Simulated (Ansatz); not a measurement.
**SiC: the band gap up the ladder of functionals**

The task here is to estimate one member of a computed series from the others.

Code: Ansatz 0.2.0. PAW datasets, plane waves. Computed at 0 K without zero-point motion; spin polarisation is off.

### The cell

The cell was relaxed beforehand with r2SCAN.

The symmetry is P6_3mc (No. 186, hexagonal); a = 3.078 Å, c = 10.077 Å in the conventional setting, 10.33 Å³ an atom. Near Si stand 4 C at 1.89 Å; near Si stand 4 C at 1.88–1.89 Å; near C stand 4 Si at 1.88–1.89 Å; near C stand 4 Si at 1.89 Å.

The structure in full:

```
Si C
1.0
     3.07755    0.00000    0.00000
    -1.53878    2.66524    0.00000
     0.00000    0.00000   10.07672
Si C
4 4
Direct
  0.66667 0.33333 0.93784
  0.33333 0.66667 0.43784
  0.00000 0.00000 0.68789
  0.00000 0.00000 0.18789
  0.66667 0.33333 0.74980
  0.33333 0.66667 0.24980
  0.00000 0.00000 0.50047
  0.00000 0.00000 0.00047
```

The first run:

input.yaml

```yaml
crystal:
  lattice:
    - [3.0775549649, 0.0, 0.0]
    - [-1.5387774824, 2.6652407811, 0.0]
    - [0.0, 0.0, 10.0767216789]
  atoms:
    - { symbol: Si, position: [0.6666666667, 0.3333333333, 0.93784153] }
    - { symbol: Si, position: [0.3333333333, 0.6666666667, 0.43784153] }
    - { symbol: Si, position: [0.0, 0.0, 0.687890391] }
    - { symbol: Si, position: [0.0, 0.0, 0.187890391] }
    - { symbol: C, position: [0.6666666667, 0.3333333333, 0.7498007685] }
    - { symbol: C, position: [0.3333333333, 0.6666666667, 0.2498007685] }
    - { symbol: C, position: [0.0, 0.0, 0.5004663105] }
    - { symbol: C, position: [0.0, 0.0, 0.0004663105] }
kpoints:
  mp_grid: { grid: [12, 12, 4] }
  band_path:
    path:
      - [[0.0, 0.0, 0.0], [0.5, 3.613963525829e-18, 3.390352912724e-18], [0.3333333333333, 0.3333333333333, 1.542043893872e-18], [0.0, 0.0, 0.0], [-1.740513224161e-35, -2.663584706717e-36, 0.5], [0.5, 3.484652368174e-18, 0.5], [0.3333333333333, 0.3333333333333, 0.5], [-1.740513224161e-35, -2.663584706717e-36, 0.5]]
      - [[0.5, 3.484652368174e-18, 0.5], [0.5, 3.613963525829e-18, 3.390352912724e-18]]
      - [[0.3333333333333, 0.3333333333333, 0.5], [0.3333333333333, 0.3333333333333, 1.542043893872e-18]]
    npoints: 10
hamiltonian:
  xc: pbe
scf:
  occupations: { method: fermi_dirac, width: 0.02 }
  n_extra_bands: 6
output:
  forces: true
  stress: true
  eigenvalues: true
```

Run with:

```
> ansatz run input.yaml --threads 4 --pin off --max-ram 9216MiB --backend cpu --events-out ev --progress --plain --runs-dir out
```

Steps of the session up to this table: PBE band path; r2SCAN; HSE06; PBE0; LDA at the same geometry; Quasiparticle levels, G0W0@PBE; G0W0 on PBE; DDH-PBE0 at the same geometry; Hartree-Fock.

One table of the session follows, with a row left open; its other results are not shown here.

```
                     level  gap (eV)
                       PBE         ?
                    r2SCAN      2.60
                     HSE06      3.14
                      PBE0      3.87
                       LDA      2.18
G0W0@PBE (246 empty bands)      3.01
G0W0@PBE (453 empty bands)      3.12
                  DDH-PBE0      3.14
              Hartree-Fock      9.67
```

Estimate the missing values for PBE.

**Answer.** gap (eV): 2.23. In the column «gap (eV)» it lies between LDA (2.18) and r2SCAN (2.60).

Meshes: PBE 12×12×4, r2SCAN 12×12×4, HSE06 6×6×2, PBE0 6×6×2, LDA 12×12×4, DDH-PBE0 6×6×2, Hartree-Fock 6×6×2

LDA gives the least gap, 2.18 eV, and Hartree-Fock the largest, 9.67 eV. Against G0W0@PBE, PBE is short by 0.89 eV, at 71 % of it, and r2SCAN 83 %. PBE0 lies 0.73 eV above HSE06, which differs from it by screening the long-range exchange. Hartree-Fock lies above G0W0@PBE by 6.6 eV. The G0W0 figures hold for the stated bands, cutoff and mesh and aren't extrapolated.

Limits of these values: Warnings in the runs' records: stress exchange threshold loose, stress scf threshold loose.
